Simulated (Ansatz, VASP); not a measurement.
TaN: VASP beside Ansatz

```
CELL_PARAMETERS angstrom
0.00000 2.24042 2.24042
2.24042 0.00000 2.24042
2.24042 2.24042 0.00000
ATOMIC_POSITIONS crystal
Ta 0.50000 0.50000 0.50000
N 0.00000 0.00000 0.00000
```

The cell comes from a database or a generator and needn't be the stable form of this composition.

Alike in both runs: task single point; functional r2SCAN; k mesh 10 × 10 × 10; occupations fermi-dirac, width 0.05 eV; no spin polarisation.

|  | VASP | Ansatz |
| --- | --- | --- |
| version | VASP 6.6.1 | Ansatz 0.2.0 |
| potentials or method | VASP PAW PBE potentials, release 64 (Ta_pv, N) | Ansatz PAW |
| plane-wave cutoff (eV) | 520 | 500 |
| valence electrons in the cell | 16 | 18 |

|  | VASP | Ansatz | Ansatz less VASP |
| --- | --- | --- | --- |
| gap on the k mesh at the Fermi level (eV) | none | none | - |
| pressure (GPa) | -16.3 | -17.8 | -1.55 |

A gap of «none» marks a metal or a gap that the smearing closes. The two sets of potentials don't hold the same shells in valence.

Caveats: so large a pressure means that the cell lies far from this level's equilibrium, or that cutoff or potentials fall short (VASP); the potentials were made for another functional, which shifts forces and pressure (VASP); the PAW data sets come from PBE, with cores solved anew for the run's functional, which leaves a small shift of forces and pressure (Ansatz). The runs have no spin-orbit coupling, so splittings on Ta are missing.
